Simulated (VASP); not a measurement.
The system is TiS2.

```xyz
3
Lattice="3.4120 0.0000 0.0000 -1.7060 2.9549 0.0000 0.0000 0.0000 5.6950" Properties=species:S:1:pos:R:3 pbc="T T T"
Ti    0.0000    0.0000    0.0000
S     0.0000    1.9699    1.4238
S     1.7060    0.9850    4.2713
```

* Program: VASP 6.6.1
* Task: relaxation of cell and atoms
* Functional: PBE
* Dispersion: D3(BJ)
* Potentials or basis: VASP PAW PBE potentials, release 64 (Ti_sv, S)
* Cutoff: 600 eV
* k mesh: 12 × 12 × 7
* Occupations: methfessel-paxton, width 0.1 eV
* Spin: no spin polarisation

At the start: pressure -2.9 GPa; volume 19.14 Å³/atom.

How do energy, volume and symmetry change on relaxing?

Over 15 steps the energy falls by 8.8 meV/atom and the volume is 17.98 Å³/atom (-6.0 %); space group P-3m1 (No. 164, to 0.05 Å).

Step by step:
```tsv
step	energy change (eV)	largest force (eV/Å)	pressure (GPa)	volume (Å³)
1	0.0000	0.1233	-2.93	57.42
2	-0.0037	0.5324	2.64	54.55
3	-0.0154	0.2172	-0.09	55.86
4	-0.0193	0.1409	-0.11	55.53
5	-0.0210	0.0305	-0.11	55.08
6	-0.0210	0.0440	-0.07	55.13
7	-0.0225	0.0354	-0.13	54.96
8	-0.0256	0.0056	-0.20	54.43
9	-0.0238	0.0691	-0.17	53.36
10	-0.0264	0.0099	-0.10	54.08
11	-0.0264	0.0118	-0.16	54.05
12	-0.0259	0.0375	-0.16	53.71
13	-0.0264	0.0131	-0.13	54.02
14	-0.0261	0.0621	0.48	53.71
15	-0.0265	0.0034	0.01	53.95
```

Final structure:
```
Ti S
1.0
     3.35846    0.00000    0.00000
    -1.67923    2.90851    0.00000
     0.00000    0.00000    5.52309
Ti S
1 2
Cartesian
  -1.6792 2.9085 0.0000
  0.0000 1.9390 1.4292
  1.6792 0.9695 4.0939
```

Caveat: pairwise dispersion overbinds metals, which lowers pressure and volume.
